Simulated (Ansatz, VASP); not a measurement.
**WS in VASP and in Ansatz**

INCAR

```
ALGO = Normal
EDIFF = 1E-6
ENCUT = 520
GGA = PE
ISIF = 2
ISMEAR = 0
LASPH = T
LCHARG = T
LDAU = T
LDAUJ = 0 0
LDAUL = 2 -1
LDAUPRINT = 1
LDAUTYPE = 2
LDAUU = 6.2 0
LELF = T
LMAXMIX = 4
LREAL = F
LVHAR = T
LWAVE = F
NBANDS = 17
NELM = 150
PREC = Accurate
SIGMA = 0.02
```

Contents of KPOINTS:

```
k-points
0
Gamma
  12 12 12
```

File POSCAR:

```
WS
1.0
    3.1966476151      0.0000000000      0.0000000000
    0.0000000000      3.1966476151      0.0000000000
    0.0000000000      0.0000000000      3.1966476151
W S
1 1
Direct
    0.0000000000      0.0000000000      0.0000000000
    0.5000000000      0.5000000000      0.5000000000
```

Input for Ansatz:

```yaml
crystal:
  lattice:
    - [3.1966476151, 0.0, 0.0]
    - [0.0, 3.1966476151, 0.0]
    - [0.0, 0.0, 3.1966476151]
  atoms:
    - { symbol: W, position: [0.0, 0.0, 0.0] }
    - { symbol: S, position: [0.5, 0.5, 0.5] }
basis:
  ecutwfc: 420
kpoints:
  mp_grid: { grid: [12, 12, 12] }
hamiltonian:
  xc: pbe
  hubbard: { sites: [{ species: W, l: d, u_eff: 6.2 }] }
scf:
  occupations: { method: gaussian, width: 0.02 }
output:
  forces: true
  stress: true
  eigenvalues: true
  write_density: true
  write_potential: true
  elf: true
  volumetric_format: npy
```

Alike in both runs: task single point; functional PBE; k mesh 12 × 12 × 12; occupations gaussian, width 0.02 eV; no spin polarisation; Hubbard terms W d U = 6.2 eV.

|  | VASP | Ansatz |
| --- | --- | --- |
| version | VASP 6.6.1 | Ansatz 0.2.0 |
| potentials or method | VASP PAW PBE potentials, release 64 (W_sv, S) | scalar-relativistic, plane waves, PAW |
| plane-wave cutoff (eV) | 520 | 420 |
| valence electrons in the cell | 20 | 20 |

Ansatz gave:

```
pressure (GPa) : 4.2
```

Question: Estimate VASP's values.

Answer: Pressure (GPa): -21.4.

The programs project onto different local orbitals, so the same U acts differently.

Caveats: U without spin polarisation on a metal has little footing. The runs have no spin-orbit coupling, so splittings on W are missing.
